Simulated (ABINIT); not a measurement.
Se:

```
Se
1.0
     4.35517    0.00000    0.00000
    -2.17759    3.77169    0.00000
     0.00000    0.00000    4.94945
Se
3
Direct
  0.78300 0.78300 0.50000
  0.00000 0.21700 0.83333
  0.21700 0.00000 0.16667
```

```yaml
Program: ABINIT 10.8.3 (patched build)
Task: single point
Functional: PBE
Potentials_or_basis: JTH PAW PBE v2.0
Cutoff: 408 eV
k_mesh: 7 × 7 × 6
Occupations: fermi-dirac, width 0.05 eV
Spin: no spin polarisation
```

On this cell: pressure 5.5 GPa; largest force 1.172 eV/Å; band gap on the k mesh 1.17 eV, indirect (least direct gap 1.40 eV).

The same run follows on a disturbed copy (atoms moved at random, drawn with an rms of 0.05 Å):

```xyz
3
Lattice="4.3552 0.0000 0.0000 -2.1776 3.7717 0.0000 0.0000 0.0000 4.9494" Properties=species:S:1:pos:R:3 pbc="T T T"
Se    1.6927    2.9813    2.4666
Se   -0.4015    0.8356    4.1323
Se    0.8979   -0.0137    0.8518
```

Question: What does the disturbed cell give?

Answer: The energy moves by +47.8 meV/atom; pressure 7.7 GPa; largest force 2.075 eV/Å; band gap on the k mesh 1.03 eV, indirect (least direct gap 1.19 eV).

Forces in eV/Å, atoms in the order of the input:
```
Se  -1.019 -1.365  0.496
Se  -1.043  1.331 -0.263
Se   2.062  0.034 -0.232
```

Stress tensor (GPa, compression positive):
```
 6.90  0.19 -0.52
 0.19  5.80 -1.38
-0.52 -1.38 10.37
```

Caveats: an odd mesh through Γ misses points on the zone boundary, where band edges often lie; the atomic spheres overlap; forces of over 1 eV/Å show positions far from the minimum, so gaps and moduli don't describe the material at rest (some runs).
